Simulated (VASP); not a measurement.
A run of VASP 6.6.1:

File INCAR:

```
SYSTEM = Ge
  PREC = Accurate
  ENCUT = 520
  EDIFF = 1E-6
  ISMEAR = 0
  SIGMA = 0.1
  LREAL = .False.
  LASPH = .True.
  NELM = 100
  ALGO = Fast
  ISIF = 2
  LWAVE = .False.
  LCHARG = .False.
  GGA = PE
  NBANDS = 36
```

Contents of KPOINTS:

```
Automatic mesh
0
Gamma
  4 4 4
  0 0 0
```

File POSCAR:

```
Ge
1.0
    4.2885271130      0.0000000000      0.0000000000
    0.0000000000      4.2885271130      0.0000000000
    0.0000000000      0.0000000000      4.2885271130
Ge
4
Direct
    0.0082680124      0.0082680124      0.0082680124
    0.4917319876      0.9917319876      0.5082680124
    0.5082680124      0.4917319876      0.9917319876
    0.9917319876      0.5082680124      0.4917319876
```

Potentials or basis: VASP PAW PBE potentials, release 64 (Ge_d).

Run with:

```bash
$ cat potpaw_PBE.64/Ge_d/POTCAR > POTCAR
$ mpirun -np 1 vasp_std > vasp.out
```

Hardware: 1 thread of Intel(R) Xeon(R) Platinum 8488C (Sapphire Rapids), with other jobs on the host.

Question: Estimate the wall time of this run.

Answer: Run time: 14 s on 1 thread of Intel(R) Xeon(R) Platinum 8488C (Sapphire Rapids), on a shared host, peak memory 0.17 GiB. Counts: scf iterations 13, k points 11.
